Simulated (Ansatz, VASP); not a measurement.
# LiF in VASP and in Ansatz

The input INCAR:

```
PREC     = Accurate       # precision mode
ENCUT    = 520            # plane-wave cutoff, eV
EDIFF    = 1E-8           # SCF threshold, eV
ISMEAR   = -1             # smearing method
SIGMA    = 0.03           # smearing width, eV
LREAL    = False          # projectors in reciprocal space
LASPH    = True           # aspherical terms in the spheres
NELM     = 60             # most SCF steps
ALGO     = Normal         # electronic algorithm
ISIF     = 2              # what is computed and relaxed
LWAVE    = False          # write WAVECAR
LCHARG   = False          # write CHGCAR
GGA      = PE             # functional
LEFG     = True         
NBANDS   = 12             # bands
```

Contents of KPOINTS:

```
Automatic mesh
0
Gamma
  10 10 10
```

POSCAR

```
LiF
1.0
    0.0000000000      2.0341400000      2.0140000000
    2.0341400000      0.0000000000      2.0140000000
    2.0341400000      2.0341400000      0.0000000000
Li F
1 1
Direct
    0.0000000000      0.0000000000      0.0000000000
    0.5000000000      0.5000000000      0.5000000000
```

Input for Ansatz:

```yaml
crystal:
  lattice:
    - [0.0, 2.03414, 2.014]
    - [2.03414, 0.0, 2.014]
    - [2.03414, 2.03414, 0.0]
  atoms:
    - { symbol: Li, position: [0.0, 0.0, 0.0] }
    - { symbol: F, position: [0.5, 0.5, 0.5] }
kpoints:
  mp_grid: { grid: [10, 10, 10] }
scf:
  occupations: { method: fermi_dirac, width: 0.03 }
hamiltonian:
  xc: pbe
  pseudopotentials: { kind: all_electron, datasets: crystal }
output:
  forces: true
  stress: true
  eigenvalues: true
  efg: { contact_densities: true }
```

Change from the starting cell: equal xx and yy strain of +1 %, crystal datasets.

Alike in both runs: task electric field gradients; functional PBE; k mesh 10 × 10 × 10; occupations fermi-dirac, width 0.03 eV; no spin polarisation.

|  | VASP | Ansatz |
| --- | --- | --- |
| version | VASP 6.6.1 | Ansatz 0.2.0 |
| potentials or method | VASP PAW PBE potentials, release 64 (Li_sv, F) | all-electron PAW with datasets made for the crystal, scalar-relativistic |
| plane-wave cutoff (eV) | 520 | see its input |

|  | VASP | Ansatz | Ansatz less VASP |
| --- | --- | --- | --- |
| gap on the k mesh at the Fermi level (eV) | 8.90 | 8.88 | -0.020 |
| Vzz of the field gradient on the site that differs most (V/Å²) | -0.3 | -0.2 | +0.09 |

Ansatz ran all-electron here, so the differences hold the error of VASP's frozen core and of both bases.

 A k mesh can miss the band edges.
